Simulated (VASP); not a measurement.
# C in VASP: work function with PBEsol

Aim: the work function of C with PBEsol.

Program: VASP 6.6.1. These are calculated values, not measurements. Logs are shortened: lines on timing, memory, paths and dates and some standing lists are left out, and cuts for length are marked.

## (1) Starting point

The cell holds a slab with vacuum, 20 atoms: a = 5.044 Å, b = 2.522 Å, c = 23.625 Å, α = 90.00°, β = 90.00°, γ = 90.00°.

The slab is cut from a database's or a generator's crystal, which needn't be the stable form of the element.

## (2) Work function, PBEsol

File INCAR:

```
PREC = Accurate ; ENCUT = 520
EDIFF = 1E-7 ; ISMEAR = 0
SIGMA = 0.05 ; LREAL = F
LASPH = T ; NELM = 60
ALGO = Fast ; ISIF = 2
LWAVE = F ; LCHARG = T
LDIPOL = T ; IDIPOL = 3
DIPOL = 0.5 0.5 0.500 ; GGA = PS
LVHAR = T ; LVACPOTAV = T
KPAR = 8
```

File KPOINTS:

```
Automatic mesh
0
Gamma
  6 10 1
```

File POSCAR:

```
C                                       
1.0
    5.0441320810      0.0000000000      0.0000000000
    0.0000000000      2.5220660410      0.0000000000
    0.0000000000      0.0000000000     23.6251650000
  C             
    20
Direct
     0.3634362956857502    0.0000000000000000    0.3381613995935871
     0.2683241026548882    0.5000000000000000    0.3666773982447942
     0.0000000000000000    0.5000000000000000    0.4000049640292987
     0.0000000000000000    0.0000000000000000    0.4396498493854676
     0.2407606856665163    0.0000000000000000    0.4812078220115803
     0.2407606856665163    0.5000000000000000    0.5187921779884196
     0.0000000000000000    0.5000000000000000    0.5603501506145325
     0.0000000000000000    0.0000000000000000    0.5999950359707013
     0.2683241026548882    0.0000000000000000    0.6333226017552059
     0.3634362956857502    0.5000000000000000    0.6618386004064130
     0.6365637043142501    0.0000000000000000    0.3381613995935871
     0.7316758973451117    0.5000000000000000    0.3666773982447942
     0.5000000000000000    0.5000000000000000    0.4118757703022009
     0.5000000000000000    0.0000000000000000    0.4474028162226354
     0.7592393143334838    0.0000000000000000    0.4812078220115803
     0.7592393143334838    0.5000000000000000    0.5187921779884196
     0.5000000000000000    0.5000000000000000    0.5525971837773647
     0.5000000000000000    0.0000000000000000    0.5881242296977991
     0.7316758973451118    0.0000000000000000    0.6333226017552059
     0.6365637043142501    0.5000000000000000    0.6618386004064130
```

Potentials or basis: VASP PAW PBE potentials, release 64 (C).

Started as:

```console
> cat potpaw_PBE.64/C/POTCAR > POTCAR
> mpirun -np 8 vasp_std > vasp.out
```

OUTCAR:

```text
PREC = Accurate
   ENCUT = 520
   EDIFF = 1E-7
   ISMEAR = 0
   LREAL = F
   LASPH = T
   NELM = 60
   ISIF = 2
   GGA = PS

 ion  position               nearest neighbor table
   1  0.363  0.000  0.338-  11 1.38   2 1.51   2 1.51
   2  0.268  0.500  0.367-   1 1.51   1 1.51   3 1.57  13 1.58
   3  0.000  0.500  0.400-   2 1.57  12 1.57   4 1.57   4 1.57
   4  0.000  0.000  0.440-   5 1.56  15 1.56   3 1.57   3 1.57
   5  0.241  0.000  0.481-  14 1.53   6 1.54   6 1.54   4 1.56
   6  0.241  0.500  0.519-  17 1.53   5 1.54   5 1.54   7 1.56
   7  0.000  0.500  0.560-   6 1.56  16 1.56   8 1.57   8 1.57
   8  0.000  0.000  0.600-   9 1.57  19 1.57   7 1.57   7 1.57
   9  0.268  0.000  0.633-  10 1.51  10 1.51   8 1.57  18 1.58
  10  0.363  0.500  0.662-  20 1.38   9 1.51   9 1.51
  11  0.637  0.000  0.338-   1 1.38  12 1.51  12 1.51
  12  0.732  0.500  0.367-  11 1.51  11 1.51   3 1.57  13 1.58
  13  0.500  0.500  0.412-  14 1.51  14 1.51   2 1.58  12 1.58
  14  0.500  0.000  0.447-  13 1.51  13 1.51  15 1.53   5 1.53
  15  0.759  0.000  0.481-  14 1.53  16 1.54  16 1.54   4 1.56
  16  0.759  0.500  0.519-  17 1.53  15 1.54  15 1.54   7 1.56
  17  0.500  0.500  0.553-  18 1.51  18 1.51   6 1.53  16 1.53
  18  0.500  0.000  0.588-  17 1.51  17 1.51  19 1.58   9 1.58
  19  0.732  0.000  0.633-  20 1.51  20 1.51   8 1.57  18 1.58
  20  0.637  0.500  0.662-  10 1.38  19 1.51  19 1.51

  LATTYP: Found a simple orthorhombic cell.
 ALAT       =     2.5220660410
 B/A-ratio  =     1.9999999996
 C/A-ratio  =     9.3673855545

  Lattice vectors:

 A1 = (   0.0000000000,  -2.5220660410,   0.0000000000)
 A2 = (   5.0441320810,   0.0000000000,   0.0000000000)
 A3 = (   0.0000000000,   0.0000000000,  23.6251650000)

Analysis of symmetry for initial positions (statically):
=====================================================================
 Subroutine PRICEL returns:
 Original cell was already a primitive cell.

 Routine SETGRP: Setting up the symmetry group for a
 simple orthorhombic supercell.

 Subroutine GETGRP returns: Found  8 space group operations
 (whereof  4 operations were pure point group operations)
 out of a pool of  8 trial point group operations.

The static configuration has the point symmetry C_2v.
 The point group associated with its full space group is D_2h.

Analysis of symmetry for dynamics (positions and initial velocities):
=====================================================================
 Subroutine PRICEL returns:
 Original cell was already a primitive cell.

 Routine SETGRP: Setting up the symmetry group for a
 simple orthorhombic supercell.

 Subroutine GETGRP returns: Found  8 space group operations
 (whereof  4 operations were pure point group operations)
 out of a pool of  8 trial point group operations.

The dynamic configuration has the point symmetry C_2v.
 The point group associated with its full space group is D_2h.

 Subroutine INISYM returns: Found  8 space group operations
 (whereof  4 operations are pure point group operations),
 and found     1 'primitive' translations

----------------------------------------------------------------------------------------

                                     Primitive cell

  volume of cell :     300.5507

  direct lattice vectors                    reciprocal lattice vectors
     5.044132081  0.000000000  0.000000000     0.198250162  0.000000000  0.000000000
     0.000000000  2.522066041  0.000000000     0.000000000  0.396500323  0.000000000
     0.000000000  0.000000000 23.625165000     0.000000000  0.000000000  0.042327747

  length of vectors
     5.044132081  2.522066041 23.625165000     0.198250162  0.396500323  0.042327747

  position of ions in fractional coordinates (direct lattice)
     0.363436296  0.000000000  0.338161400
     0.268324103  0.500000000  0.366677398
     0.000000000  0.500000000  0.400004964
     0.000000000  0.000000000  0.439649849
     0.240760686  0.000000000  0.481207822
     0.240760686  0.500000000  0.518792178
[... 12 lines left out ...]
     0.731675897  0.000000000  0.633322602
     0.636563704  0.500000000  0.661838600

  ion indices of the primitive-cell ions
   primitive index   ion index
                 1           1
                 2           2
                 3           3
                 4           4
                 5           5
                 6           6
[... 12 lines left out ...]
                19          19
                20          20

----------------------------------------------------------------------------------------

 KPOINTS: Automatic mesh

Automatic generation of k-mesh.
 Grid dimensions read from file:
 generate k-points for:    6   10    1

 Generating k-lattice:

  Cartesian coordinates                     Fractional coordinates (reciprocal lattice)
     0.033041694  0.000000000  0.000000000     0.166666667  0.000000000  0.000000000
     0.000000000  0.039650032  0.000000000     0.000000000  0.100000000  0.000000000
     0.000000000  0.000000000  0.042327747     0.000000000  0.000000000  1.000000000

  Length of vectors
     0.033041694  0.039650032  0.042327747

  Shift w.r.t. Gamma in fractional coordinates (k-lattice)
     0.000000000  0.000000000  0.000000000

 Subroutine IBZKPT returns following result:
 ===========================================

 Found     24 irreducible k-points:

 Following reciprocal coordinates:
            Coordinates               Weight
  0.000000  0.000000  0.000000      1.000000
  0.166667  0.000000  0.000000      2.000000
  0.333333  0.000000  0.000000      2.000000
  0.500000  0.000000  0.000000      1.000000
  0.000000  0.100000  0.000000      2.000000
  0.166667  0.100000  0.000000      4.000000
[... 16 lines left out ...]
  0.333333  0.500000  0.000000      2.000000
  0.500000  0.500000  0.000000      1.000000
   k-points           NKPTS =     24   k-points in BZ     NKDIM =     24   number of bands    NBANDS=     51
   number of dos      NEDOS =    301   number of ions     NIONS =     20
   total plane-waves  NPLWV = 144000
   dimension x,y,z NGX =    40 NGY =   20 NGZ =  180
   dimension x,y,z NGXF=    80 NGYF=   40 NGZF=  360
   ions per type =              20
   NGX,Y,Z   is equivalent  to a cutoff of  13.18, 13.18, 12.67 a.u.
   NGXF,Y,Z  is equivalent  to a cutoff of  26.37, 26.37, 25.33 a.u.
 SYSTEM =  unknown system
   PREC   = accura    normal or accurate (medium, high low for compatibility)
   ISTART =      0    job   : 0-new  1-cont  2-samecut
   ICHARG =      2    charge: 1-file 2-atom 10-const
   ISPIN  =      1    spin polarized calculation?
   LNONCOLLINEAR =      F non collinear calculations
   LSORBIT =      F    spin-orbit coupling
   LASPH  =      T    aspherical Exc in radial PAW
   ENCUT  =  520.0 eV  38.22 Ry    6.18 a.u.   9.38  4.69 43.93*2*pi/ulx,y,z
   NELM   =     60;   NELMIN=  2; NELMDL= -5     # of ELM steps
   EDIFF  = 0.1E-06   stopping-criterion for ELM
   LREAL  =      F    real-space projection
   EDIFFG = 0.1E-05   stopping-criterion for IOM
   NSW    =      0    number of steps for IOM
   IBRION =     -1    ionic relax: 0-MD 1-quasi-New 2-CG
   NFREE  =      0    steps in history (QN), initial steepest desc. (CG)
   ISIF   =      2    stress and relaxation
   ISYM   =      2    0-nonsym 1-usesym 2-fastsym
   POTIM  = 0.5000    time-step for ionic-motion
   TEBEG  =    0.0;   TEEND  =   0.0 temperature during run
   PSTRESS=    0.0 pullay stress
   NELECT =      80.0000    total number of electrons
   NUPDOWN=      -1.0000    fix difference up-down
   EMIN   =  10.00;   EMAX   =-10.00  energy-range for DOS
   EFERMI =   0.00;   METHOD = LEGACY
   ISMEAR =     0;   SIGMA  =   0.05  broadening in eV -4-tet -1-fermi 0-gaus
   EFERMI_NEDOS =   21; number of points for ismear=-14 and -15
   IALGO  =     68    algorithm
   IMIX   =      4    mixing-type and parameters
     AMIX     =   0.40;   BMIX     =  1.00
     AMIX_MAG =   1.60;   BMIX_MAG =  1.00
  volume/ion in A,a.u.               =      15.03       101.41
  Fermi-wavevector in a.u.,A,eV,Ry     =   1.053090  1.990052 15.088847  1.108999
  Thomas-Fermi vector in A             =   2.188198
   LORBIT       =      0    0 simple, 1 ext, 2 COOP (PROOUT), +10 PAW based schemes
   GGA     = PS    functional components
   LHFCALC =     F    Hartree Fock is set to
   AEXX    =    0.0000 exact exchange contribution
   IVDW    =     0    specifies the selected vdW correction
   LEPSILON=     F    determine dielectric tensor
   LRPA    =     F    only Hartree local field effects (RPA)
 non-spin polarized calculation
 RMM-DIIS sequential band-by-band and
 Gauss-broadening in eV      SIGMA  =   0.05
  energy-cutoff  :      520.00
  volume of cell :      300.55
 maximum number of plane-waves:      8145
 NGX is ok and might be reduce to    40
   NGX = 19   NGY =  9   NGZ = 87

 dipolmoment           0.000000      0.000000      0.000000 electrons x Angstroem

 number of electron      80.0000004 magnetization

 dipolmoment           0.000000      0.000000     -0.000000 electrons x Angstroem

 Free energy of the ion-electron system (eV)
  ---------------------------------------------------
  ext. energy  EPLUGINS =         0.00000000
  ---------------------------------------------------
  free energy    TOTEN  =      -184.49370985 eV

  energy without entropy =     -184.49370985  energy(sigma->0) =     -184.49370985

 E-fermi :   0.4840     XC(G=0):  -5.8178

 val. band max:        0.2072122108   @ k =   0.5000   0.1000   0.0000
 cond. band min:       1.4808282205   @ k =   0.5000   0.5000   0.0000
 fundamental gap:      1.2736160097
 Fermi energy:         0.4839953189

 k-point     1 :       0.0000    0.0000    0.0000
  band No.  band energies     occupation
      1     -21.4135      2.00000
      2     -20.7064      2.00000
      3     -19.4372      2.00000
      4     -17.4595      2.00000
      5     -16.7951      2.00000
      6     -16.7623      2.00000
[... 43 lines left out ...]
     50       6.2406      0.00000
     51       7.8773      0.00000
[... 1240 lines left out ...]
     50       6.6002      0.00000
     51       8.0513      0.00000

------------------------ aborting loop because EDIFF is reached ----------------------------------------

  FORCE on cell =-STRESS in cart. coord.  units (eV):
  Direction    XX          YY          ZZ          XY          YZ          ZX
  --------------------------------------------------------------------------------------
  -------------------------------------------------------------------------------------
  Total       -8.7986581      7.3534624      0.1237567      0.0000000      0.0000000      0.0000000
  in kB      -46.9039342     39.1998771      0.6597230      0.0000000      0.0000000      0.0000000
  external PRESSURE =      -2.3481113 kB  Pullay stress =       0.0000000 kB

 VOLUME and BASIS-vectors are now :
 -----------------------------------------------------------------------------
  energy-cutoff  :      520.00
  volume of cell :      300.55
      direct lattice vectors                 reciprocal lattice vectors
     5.044132081  0.000000000  0.000000000     0.198250162  0.000000000  0.000000000
     0.000000000  2.522066041  0.000000000     0.000000000  0.396500323  0.000000000
     0.000000000  0.000000000 23.625165000     0.000000000  0.000000000  0.042327747

 POSITION                                       TOTAL-FORCE (eV/Angst)
 -----------------------------------------------------------------------------------
      1.83322      0.00000      7.98912        -0.012122      0.000000     -0.003870
      1.35346      1.26103      8.66281         0.003642     -0.000000     -0.010941
      0.00000      1.26103      9.45018         0.000000     -0.000000     -0.004815
      0.00000      0.00000     10.38680         0.000000     -0.000000     -0.000276
      1.21443      0.00000     11.36861        -0.007187     -0.000000      0.010451
      1.21443      1.26103     12.25655        -0.007187      0.000000     -0.010451
[... 12 lines left out ...]
      3.69067      0.00000     14.96235        -0.003642      0.000000      0.010941
      3.21091      1.26103     15.63605         0.012122     -0.000000      0.003870
 -----------------------------------------------------------------------------------
    total drift:                                0.000000      0.000000     -0.000000

  FREE ENERGIE OF THE ION-ELECTRON SYSTEM (eV)
  ---------------------------------------------------
  free  energy   TOTEN  =      -184.4937098549 eV

  energy  without entropy=     -184.4937098549  energy(sigma->0) =     -184.49370985

 vacuum level on the upper side and lower side of the slab         5.836         5.836
```

Run time: 3.3 min. Hardware: 8 MPI ranks of Intel Xeon Platinum 8259CL at 2.50GHz (Skylake/Cascade Lake), shared host; peak memory 0.51 GiB.

What came out:

```
Free energy                            : -184.4937 eV
Largest force                          : 0.013 eV/Å
Band gap on the k mesh                 : 1.27 eV, indirect (least direct gap 2.00 eV)
Ionisation potential of the upper face : 5.63 eV
```

Forces on the atoms (eV/Å):
```
C   -0.012  0.000 -0.004
C    0.004  0.000 -0.011
C    0.000  0.000 -0.005
C    0.000  0.000  0.000
C   -0.007  0.000  0.010
C   -0.007  0.000 -0.010
C    0.000  0.000  0.000
C    0.000  0.000  0.005
C    0.004  0.000  0.011
C   -0.012  0.000  0.004
C    0.012  0.000 -0.004
C   -0.004  0.000 -0.011
C    0.000  0.000 -0.008
C    0.000  0.000 -0.008
C    0.007  0.000  0.010
C    0.007  0.000 -0.010
C    0.000  0.000  0.008
C    0.000  0.000  0.008
C   -0.004  0.000  0.011
C    0.012  0.000  0.004
```

Caveat: the PAW data sets were made with another functional, which shifts forces and pressure a little. A hybrid or GW would open this gap; PBEsol tends to underestimate it.
